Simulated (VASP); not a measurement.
Set up this calculation in VASP 6.6.1, as the native input.

- Task: relaxation of cell and atoms
- Functional: vdW-DF-cx
- Potentials or basis: VASP PAW PBE potentials, release 64 (Si)
- Cutoff: 600 eV
- k mesh: 12 × 12 × 11
- Occupations: fermi-dirac, width 0.05 eV
- Spin: no spin polarisation
- Further INCAR settings: ALGO = Normal; EDIFF = 1e-06; IBRION = 2; EDIFFG = -0.01; NSW = 60; ISIF = 3

The structure of Si lies in POSCAR:

```
Si
1.0
    2.6205428149      0.0000000000      0.0000000000
   -1.3102714075      2.2694566494      0.0000000000
    0.0000000000      0.0000000000      2.4663543900
Si
1
Direct
    0.0000000000      0.0000000000      0.0000000000
```

This isn't the form of Si at room conditions, which is diamond.

One way to write it, as run:

INCAR

```
SYSTEM = Si
PREC = Accurate
ENCUT = 600
EDIFF = 1E-6
ISMEAR = -1
SIGMA = 0.05
LREAL = .FALSE.
LASPH = .TRUE.
NELM = 100
ALGO = Normal
ISIF = 3
LWAVE = .FALSE.
LCHARG = .FALSE.
GGA = CX
LUSE_VDW = .TRUE.
AGGAC = 0.0
IBRION = 2
NSW = 60
EDIFFG = -0.01
```

KPOINTS

```
regular mesh
0
G
  12 12 11
  0 0 0
```

Potentials or basis: VASP PAW PBE potentials, release 64 (Si).

The run is started by

```bash
$ cat potpaw_PBE.64/Si/POTCAR > POTCAR
$ mpirun -np 1 vasp_std > vasp.out
```

Results of the run:

* Relaxed volume: 14.96 Å³/atom
* Relaxed cell: a = 2.629 Å, b = 2.629 Å, c = 2.499 Å, α = 90.00°, β = 90.00°, γ = 120.00°
* Space group after relaxing (to 0.05 Å): P6/mmm (No. 191)
* Energy gained by relaxing: 3.5 meV/atom
* Ionic steps: 7
* Pressure after relaxing: 0.0 GPa
* Band gap on the k mesh: none (metal or under the smearing width)

Caveat: the PAW data sets were made with another functional, which shifts forces and pressure a little.

Wall time 67 s on 1 thread of Intel(R) Xeon(R) Platinum 8488C (Sapphire Rapids), with other jobs on the host, peak memory 0.24 GiB.
